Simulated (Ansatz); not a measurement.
## SnO2 (P4_2/mnm):P_Sn, thermodynamic levels from a 72-atom cell

Wanted: the transition levels of a substitutional impurity in SnO2 (P4_2/mnm), from a cell of 72 host atoms with 1 Sn taken out and 1 P put in.

Method: place-levels on PBEsol runs: charge-transition levels and formation energies with image-charge correction and potential alignment at the atomic sites; PAW set soft_1, in Ansatz 0.2.0.

Experimental background.

For SnO2, rutile (undoped SnO2, value from earlier experiment), “Tunable Transparent Conductors Based on SnO2: Theoretical and Experimental Studies of Codoping” (2024, pmc:11656248) quotes earlier work: band gap (band gap of undoped SnO2, quoted experimental value) about 3.6 eV [Literature value quoted in passing in the theory part as a benchmark; sample form …].

### Step 1. Set-up

The cell holds 72 atoms: 23 Sn, 48 O and 1 P. Its edges and angles: a = 9.537 Å, b = 9.538 Å, c = 9.634 Å, α = 90.0°, β = 90.0°, γ = 90.0°. It derives from SnO2 (space group P4_2/mnm). Nearest the centre at fractional (0.500, 0.500, 0.667): P68 at 0.00 Å, O18 at 2.07 Å, O69 at 2.07 Å, O28 at 2.07 Å, O47 at 2.07 Å, O34 at 2.07 Å, O53 at 2.07 Å, Sn62 at 3.21 Å.

As a file:

```xyz
72
Lattice="9.5366 0.0000 0.0000 0.0000 9.5379 0.0000 0.0000 0.0000 9.6341" Properties=species:S:1:pos:R:3 pbc="T T T"
Sn    2.3841    2.3845    1.6057
Sn    0.0000    0.0000    0.0000
O     1.4603    1.4609    0.0000
O     3.8444    0.9235    1.6057
O     0.9239    3.8454    1.6057
O     3.3080    3.3080    0.0000
Sn    2.3841    2.3845    4.8171
Sn    0.0000    0.0000    3.2114
O     1.4603    1.4609    3.2114
O     3.8444    0.9235    4.8171
O     0.9239    3.8454    4.8171
O     3.3080    3.3080    3.2114
Sn    2.3841    2.3845    8.0284
Sn    0.0000    0.0000    6.4228
O     1.4603    1.4609    6.4228
O     3.8444    0.9235    8.0284
O     0.9239    3.8454    8.0284
O     3.3080    3.3080    6.4228
Sn    2.3841    7.1534    1.6057
Sn    0.0000    4.7689    0.0000
O     1.4603    6.2299    0.0000
O     3.8444    5.6925    1.6057
O     0.9239    8.6143    1.6057
O     3.3080    8.0770    0.0000
Sn    2.3841    7.1534    4.8171
Sn    0.0000    4.7689    3.2114
O     1.4603    6.2299    3.2114
O     3.8444    5.6925    4.8171
O     0.9239    8.6143    4.8171
O     3.3080    8.0770    3.2114
Sn    2.3841    7.1534    8.0284
Sn    0.0000    4.7689    6.4228
O     1.4603    6.2299    6.4228
O     3.8444    5.6925    8.0284
O     0.9239    8.6143    8.0284
O     3.3080    8.0770    6.4228
Sn    7.1524    2.3845    1.6057
Sn    4.7683    0.0000    0.0000
O     6.2286    1.4609    0.0000
O     8.6127    0.9235    1.6057
O     5.6921    3.8454    1.6057
O     8.0763    3.3080    0.0000
Sn    7.1524    2.3845    4.8171
Sn    4.7683    0.0000    3.2114
O     6.2286    1.4609    3.2114
O     8.6127    0.9235    4.8171
O     5.6921    3.8454    4.8171
O     8.0763    3.3080    3.2114
Sn    7.1524    2.3845    8.0284
Sn    4.7683    0.0000    6.4228
O     6.2286    1.4609    6.4228
O     8.6127    0.9235    8.0284
O     5.6921    3.8454    8.0284
O     8.0763    3.3080    6.4228
Sn    7.1524    7.1534    1.6057
Sn    4.7683    4.7689    0.0000
O     6.2286    6.2299    0.0000
O     8.6127    5.6925    1.6057
O     5.6921    8.6143    1.6057
O     8.0763    8.0770    0.0000
Sn    7.1524    7.1534    4.8171
Sn    4.7683    4.7689    3.2114
O     6.2286    6.2299    3.2114
O     8.6127    5.6925    4.8171
O     5.6921    8.6143    4.8171
O     8.0763    8.0770    3.2114
Sn    7.1524    7.1534    8.0284
P     4.7683    4.7689    6.4228
O     6.2286    6.2299    6.4228
O     8.6127    5.6925    8.0284
O     5.6921    8.6143    8.0284
O     8.0763    8.0770    6.4228
```

Screening for the image-charge correction: ε∞ = (4.60, 4.60, 4.91), ε0 = (13.48, 13.48, 10.41), computed on the host (DFPT, PBEsol).

The cell's shortest repeat is 9.5 Å.

### Step 2. Charge states

A transition level is the Fermi level at which two charge states cost the same, so each charge needs its own total energy, at its own relaxed structure.

Random displacements of about 0.05 Å break the site symmetry at the start, so that the relaxation can reach a distorted minimum if there is one. Forces are taken at one point at (¼, ¼, ¼). The cell holds 1 electron fewer than the neutral one, with a uniform background that keeps it neutral on the whole.

The sampling was tested on the host first: at the k-points planned (1x1x1 shifted 0.25 0.25 0.25) its energy lies 0.000 eV an atom from the dense-mesh value, under the bound of 0.02 eV set for this test; that bounds the host's error, not the defect's.

One of the inputs; charge, spin and start change from state to state.

File qp1.relax/input.yaml:

```yaml
crystal:
  lattice:
    - [4.76829321, 0.0, 0.0]
    - [0.0, 4.76893569, 0.0]
    - [0.0, 0.0, 3.21137958]
  atoms:
    - { symbol: Sn, position: [0.5, 0.5, 0.5] }
    - { symbol: Sn, position: [0.0, 0.0, 0.0] }
    - { symbol: O, position: [0.3062512, 0.30634092, 0.0] }
    - { symbol: O, position: [0.8062512, 0.19365908, 0.5] }
    - { symbol: O, position: [0.1937488, 0.80634092, 0.5] }
    - { symbol: O, position: [0.6937488, 0.69365908, 0.0] }
  supercell: [2, 2, 3]
  defects: [{ substitution: { at: 67, symbol: P } }]
total_charge: 1
basis:
  ecutwfc: 420
  xc_grid: 2
hamiltonian:
  xc: pbesol
  pseudopotentials: { kind: paw, azcp: { folder: soft_1 }, xc_functional: pbe }
kpoints:
  mp_grid: { grid: [1, 1, 1], shift: [0.25, 0.25, 0.25] }
scf:
  occupations: { method: fixed }
  max_iter: 80
output:
  forces: true
  charged_corrections: { epsilon: [4.6, 4.6, 4.91], static_epsilon: [13.48, 13.48, 10.41] }
relax:
  f_tol: 0.02
  max_steps: 80
  random_displacement: { amplitude: 0.05, seed: 9400 }
checkpoint:
  write: "../qp1.relax.run"
  compress: false
  write_wavefunctions: true
  write_every: 100000
```

Launch:

```console
> ansatz run input.yaml --threads 4 --pin off --max-ram 7536MiB --backend cpu --events-out ev --progress --plain --runs-dir out
```

Defect states can disperse in a cell of this size, so the energy is taken again at a 2×2×2 shifted mesh, on the relaxed structure.

The run of this state that the levels use, under PBEsol:

File qp1.point/input.yaml:

```yaml
crystal:
  checkpoint: "../qp1.relax.run"
  host: checkpoint
total_charge: 1
basis:
  ecutwfc: 420
  xc_grid: 2
hamiltonian:
  xc: pbesol
  pseudopotentials: { kind: paw, azcp: { folder: soft_1 }, xc_functional: pbe }
kpoints:
  mp_grid: { grid: [2, 2, 2], shift: [0.5, 0.5, 0.5] }
scf:
  occupations: { method: fermi_dirac, width: 0.01 }
  max_iter: 80
output:
  forces: true
  eigenvalues: true
  charged_corrections:
    epsilon: [4.6, 4.6, 4.91]
    static_epsilon: [13.48, 13.48, 10.41]
    defect_position: [0.5, 0.5, 0.666667]
  eigenstates: { localisation: true }
  populations: true
  band_densities: [{ bands: [v1, v1] }, { bands: [c1, c1] }]
  write_density: true
  write_potential: true
  volumetric_format: npy
checkpoint:
  read: "../qp1.relax.run"
  write: "../qp1.point.run"
  compress: false
  write_wavefunctions: false
  write_every: 100000
```

Relaxations under PBEsol at one point at (¼, ¼, ¼); times on 4 threads of Arm Neoverse V2, shared host:

```csv
charge,moment (μB),occupations,outcome,steps,largest displacement against the far atoms (Å),time
0,1,fixed,converged,8,0.31,3.8 min
+1,0,fixed,converged,7,0.31,100 s
```

Single points under PBEsol at a 2×2×2 shifted mesh; times on 4 threads of Arm Neoverse V2, shared host:

```csv
charge,moment (μB),occupations,outcome,time
0,1,fermi-dirac,converged,4.6 min
+1,0,fermi-dirac,converged,2.1 min
```

Distances (Å) from P68 to the nearest atoms after relaxation with PBEsol:

```csv
charge,moment (μB),1.,2.,3.,4.,5.,6.
0,1,O 1.77,O 1.77,O 1.77,O 1.77,O 1.82,O 1.82
+1,0,O 1.77,O 1.77,O 1.77,O 1.77,O 1.82,O 1.82
```

### Step 3. Levels against the band edges, PBEsol

A charged cell interacts with its images and the background, and its potential has another zero than the host's. place-levels removes the first by a point-charge model, screened by the static dielectric constant since the ions have relaxed around the charge, and the second by comparing potentials at atoms far from the defect.

The host is a run of the defect-free crystal in the same cutoffs, grids and k-points, so that basis and sampling errors cancel in part in the differences. The host is run in a cell of 6 atoms on a matching mesh. Its band edges are searched through the zone by a band path, so the gap is smaller than, or equal to, that on the mesh. Chemical potentials are energies per atom of Sn (alpha-Sn (diamond)) and P (black phosphorus), run with the same functional and cutoff.

File levels.point.yaml:

```yaml
host:
  run: host.point.run
states: [q0_M1.point.run, qp1.point.run]
geometry_from:
  q0_M1.point.run: q0_M1.relax.run
  qp1.point.run: qp1.relax.run
  host.point.run: host.relax.run
chemical_potentials:
  Sn:
    energy: -5949.821898
    dataset: <sha256 of the dataset>
  P:
    energy: -740.035429
    dataset: "<sha256 of the dataset>"
epsilon: [4.6, 4.6, 4.91]
static_epsilon: [13.48, 13.48, 10.41]
vertical:
  - { from: qp1.point.run, to: qp1.point_neutral.run }
```

Launch:

```console
> ansatz place-levels levels.point.yaml -- --threads 4 --pin off --max-ram 7536MiB
```

Numbers of over 12 decimals in the logs are rounded to 6 here.

The program printed:

```text
[... repeated set-up lines and file paths are left out, and long positions are rounded to six places ...]
(+1/0) 0.931 eV above the valence edge (+1.738 eV without the band-filling correction), in the conduction band
formation energy of charge +1: -0.478 eV with the Fermi level at the valence edge
formation energy of charge 0: +0.453 eV with the Fermi level at the valence edge
vertical +1 to 0: no energy, since no alignment is typed
  the change from vertical[0].from (qp1.point.run) to vertical[0].to (qp1.point_neutral.run): by its potential at epsilon [4.6, 4.6, 4.91] it stands at 0.500 0.500 0.168, with an rms radius of about 7.0 Å (3.9 3.9 4.4 Å across the planes of the cell's [...]
  edges by pbesol, gap 0.924 eV; the host is sampled to repeats of 26.98 Å
  the defect's cells are sampled to repeats of 26.98 Å, like sampling
  charge +1: -164518.6846 eV with its correction of -0.066 eV, at epsilon [13.48, 13.48, 10.41], aligned at sites: -0.2372 eV, mean over 37 atomic sites at or beyond 4.77 Å from the defect at [0.5000, 0.5000, 0.6667], with +0.024521 for the charge's moments [...]
  charge 0: +0.000 eV for its dipole among its images, +0.000 omitted
  of states[1] (qp1.point.run): it parts from the run at its places by a charge that spreads by about 4.4 Å along one vector (1.7 Å or more is wide), by its potential at epsilon [4.6, 4.6, 4.91], taken for that of held ions (one typed too small widens it), [...]
  of states[0] (q0_M1.point.run): a band-filling correction moves a carrier to the host's band edge, which changes its energy by -0.807 eV; its displacements don't fall off away from the defect: farther atoms stand 0.015 Å off the host's places. [...]
  of vertical[0].from (qp1.point.run): its displacements don't fall off away from the defect: farther atoms stand 0.015 Å off the host's places. [...]
  of vertical[0].to (qp1.point_neutral.run): its displacements don't fall off away from the defect: farther atoms stand 0.015 Å off the host's places. [...]
```

Elapsed: 0.15 s, on 4 threads of Arm Neoverse V2, shared host.

Levels between the charges placed, in eV above the valence top:

```csv
,gap (eV),(+1/0)
PBEsol,0.92,0.93
```

Corrections by state:

```csv
charge,moment (μB),image terms and alignment (eV),band filling (eV),ε used,"over the lowest of its charge, as the program ranks them, band filling apart (eV)"
+1,0.0,-0.066,-,"principal values (10.41, 13.48, 13.48)",0.000
0,1.0,0.000,-0.807,-,0.000
```

The charged structures listed were also run neutral, and place-levels reads from each pair, by the potential or the spins, how wide the charge is by which they differ; that can be the carrier of either run.

```csv
charge,rms radius (Å),spread where it is widest against the cell (Å),wide from (Å),reading
+1,7.0,4.36,1.67,wide
```

The neutral runs of these pairs need not share the spin of the lowest neutral state, and very wide values only mean spread over the cell.

From the program's caveats on the states, each cut to its opening words:

- charge +1: it parts from the run at its places by a charge that spreads by about 4.4 Å along one vector (1.7 Å or more is wide), by its potential at epsilon [4.6, 4.6, [...]
- charge +1, 0 (1 μB): its displacements don't fall off away from the defect: farther atoms stand 0.015 Å off the host's places
- charge 0 (1 μB): a band-filling correction moves a carrier to the host's band edge, which changes its energy by -0.807 eV

The host's formation energy from the elements is -1.738 eV per atom; it sets how far the chemical potentials can move.

Formation energies (eV), O-rich (Δμ(O) = 0.00 eV, Δμ(Sn) = -5.21 eV, Δμ(P) = 0.00 eV):

```csv
charge,Fermi level at the valence top,at the conduction bottom
+1,-5.69,-4.77
0,-4.76,-4.76
```

Formation energies (eV), Sn-rich (Δμ(Sn) = 0.00 eV, Δμ(O) = -2.61 eV, Δμ(P) = 0.00 eV):

```csv
charge,Fermi level at the valence top,at the conduction bottom
+1,-0.48,0.45
0,0.45,0.45
```

### Step 4. Effect of the sampling

The relaxations' own energies give the levels at their sampling, for comparison.

File levels.relax_mesh.yaml:

```yaml
host:
  run: host.relax.run
states: [q0_M1.relax.run, qp1.relax.run]
chemical_potentials:
  Sn:
    energy: -5949.821898
    dataset: <sha256 of the dataset>
  P:
    energy: -740.035429
    dataset: "<sha256 of the dataset>"
```

Launch:

```console
> ansatz place-levels levels.relax_mesh.yaml -- --threads 4 --pin off --max-ram 7536MiB
```

The program printed:

```text
[...]
formation energy of charge +1: -0.481 eV with the Fermi level at the valence edge
formation energy of charge 0: +0.450 eV with the Fermi level at the valence edge
  edges by pbesol, gap 0.924 eV; the host is sampled to repeats of 13.49 Å
[... the lines on each state left out ...]
```

It took 0.06 s on 4 threads.

Levels between neighbouring charges, in eV above the valence top:

```csv
,gap (eV),(+1/0)
"one point at (¼, ¼, ¼)",0.92,0.93
a 2×2×2 shifted mesh,0.92,0.93
```

Going from one point at (¼, ¼, ¼) to a 2×2×2 shifted mesh moves formation energies against the elements by up to 0.00 eV; band-filling terms, which differ between samplings, are in these energies.

### Step 5. Results

* gap of the host: 0.92 eV (PBEsol)
* level (plus 1/0): 0.93 eV above the valence top, past the conduction bottom (1.74 eV above the valence top without the band-filling term)
* lowest of the charges placed, just above the valence top (0.02 eV): +1
* lowest of the charges placed, just below the conduction bottom (0.02 eV): +1
* lowest formation energy at mid-gap of the charges run, O-rich: -5.23 eV
* lowest formation energy at mid-gap of the charges run, Sn-rich: -0.02 eV

Of the charges placed (0 and +1), +1 is the lowest from 0.02 eV above the valence top to 0.02 eV below the conduction bottom, a gap of 0.92 eV. Charges above +1 and below 0 were not placed, so these runs say nothing of levels that involve them. States placed: +1 at 0 μB; 0 at 1 μB. Other spin states or structures, where not listed, weren't placed. The program finds carriers beyond a band edge of the host and adds a band-filling term at charge 0 (-0.81 eV); steps to such a charge show no bound level, and a defect level inside a band would be read the same way. P is taken at its element; compounds, which aren't counted here, bound the chemical potentials and would shift these formation energies. The lowest formation energy (O-rich) is negative across the gap, so the defect would form by itself: these chemical potentials lie beyond what competing compounds allow, or the host is unstable against it. Going from one point at (¼, ¼, ¼) to a 2×2×2 shifted mesh moves formation energies against the elements by up to 0.00 eV; band-filling terms, which differ between samplings, are in these energies. Limits: PBEsol makes the gap too small and tends to spread out bound carriers; where a gas molecule sets a chemical potential or the host's formation energy, its binding is uncorrected; spin–orbit coupling, which can matter with heavy atoms, is left out.

Calculation against experiment:

| quantity | measured | PBEsol |
| --- | --- | --- |
| band gap (least gap of the host) (eV) | 3.6 | 0.92 (-2.68 eV) |

Measured values from pmc:11656248 (2024).

**Verdict.** The band gap is off by -2.68 eV. Local and semilocal functionals usually give gaps below the measured ones. Spin-orbit coupling, left out here, can change the gap with such heavy elements. Zero-point and thermal motion shift the measured gap.

[Logs are printed without paths, hosts, clocks, repeated set-up lines and the standing remarks that a program may print on its own settings, such as how far it seeks lower states.]

[Hosts, paths, dates, database ids (printed as entryN), source tags and the programs' standing remarks are cut or masked in the printed files.]

[Where a table of states has a column of steps, it counts the stored structures, which are thinned; the runs took as many ionic steps or more.]

[A defect's name tells the site on which it was built; relaxed atoms can leave that site.]

[For some hosts the program warned that the k-mesh of the response run may be too coarse for force constants and the static dielectric constant; such warnings are not shown here.]
